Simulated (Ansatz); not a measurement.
Band gap of insulating or semiconducting compounds of the fluorite structure type: LDA against PBE

Ansatz (plane waves, PAW); cells keep the symmetry of their structure type. Ansatz (a program for electronic structure) is a plane-wave DFT program; potentials: the later of its two PAW sets. No spin-orbit coupling. PBE gaps are read at band edges searched over the zone in cells relaxed at that level, LDA gaps at band edges searched over the zone in cells relaxed at that level. The two cells differ, so the slope holds a volume effect too.

Here x stands for PBE gap and y for LDA gap.

```
solid  PBE gap (eV)  LDA gap (eV)
-----  ------------  ------------
CdF2           2.92          2.99
HfO2           3.75             ?
PbF2           4.42          4.25
SrCl2          5.24          5.10
BaF2           6.73          6.76
CaF2           7.14          7.38
```

The 5 complete rows are fitted with a straight line, y against x. With u = x - 5.3, the rows have u = -2.3800, -0.8800, -0.0600, 1.4300, 1.8400. Means: u -0.0100000, y 5.296. About the means, the sum of products is 12.349 and the sum of squares of u is 11.872; the slope is their ratio. Least squares gives y = 5.306 + 1.0401·u. Residuals (row less fit): 0.159, -0.141, -0.144, -0.033, 0.160; standard error 0.176 (degrees of freedom: 3). The slope is 1.04 with a standard error of 0.051.

Estimate the missing y (x = 3.75); what did the run itself give?

u = -1.5500, so y = 5.306 + 1.0401 × (-1.5500) = 3.694 eV. The calculation gives 3.66 eV, 0.034 eV below the prediction (0.8 % of the range of y in the table). The row lies between fitted rows. From the scatter of the fitted rows alone, a prediction at this place has a standard error of 0.208 eV, so the miss is 0.2 times that.

HfO2 is here the high-temperature cubic form, which is unstable at 0 K; the monoclinic form is the stable one. PbF2 is here the β form. Spin-orbit coupling is left out, which can shift this property for HfO2, PbF2. The rows are a random draw from the solids of this series computed here; series whose standard error about the line passes 12 to 30 % of the range of y, or with no trend, aren't shown in this form.
